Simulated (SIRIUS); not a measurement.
Equation of state of HfN under PBEsol

```cif
data_structure
_symmetry_space_group_name_H-M 'Fm-3m'
_symmetry_Int_Tables_number 225
_cell_length_a 4.5120
_cell_length_b 4.5120
_cell_length_c 4.5120
_cell_angle_alpha 90.000
_cell_angle_beta 90.000
_cell_angle_gamma 90.000
_cell_volume 91.86
loop_
_atom_site_label
_atom_site_type_symbol
_atom_site_symmetry_multiplicity
_atom_site_Wyckoff_symbol
_atom_site_fract_x
_atom_site_fract_y
_atom_site_fract_z
_atom_site_occupancy
Hf1 Hf 4 a 0.00000 0.00000 0.00000 1
N1 N 4 b 0.50000 0.00000 0.00000 1
```

The cell was scaled at fixed shape and fractions and run with SIRIUS, PseudoDojo 0.4.1 PBE standard (scalar relativistic), cutoff 1152 eV; PBEsol, k mesh 7 × 7 × 7 on the cell of 2 atoms, fermi-dirac occupations of 0.05 eV, no spin polarisation, no spin-orbit coupling. The potentials were made for PBE. Energies are those that the program minimises, any entropy of the smearing included. For a metal such a mesh isn't converged to the digits shown.

```csv
V (Å³/atom),energy over the lowest row (meV/atom)
10.7931,35.17
11.0227,13.86
11.2524,2.48
11.4820,0.00
11.7116,5.53
11.9413,?
12.1709,37.45
```

Problem. Fit the third-order Birch-Murnaghan form, give V0, B0 and B′, and predict the energy left open.

Solution. With y = (V0/V)^(2/3), E = E0 + (9 V0 B0/16) [(y - 1)³ B′ + (y - 1)² (6 - 4y)]. Least squares through the rows shown give V0 = 11.4346 Å³/atom, E0 = -0.17 meV, B0 = 284.0 GPa (1 eV/Å³ = 160.218 GPa) and B′ = 4.33, with a largest miss of 0.01 meV. At V = 11.9413 the form with these constants gives 18.25 meV; the run gave 18.26 meV an atom.
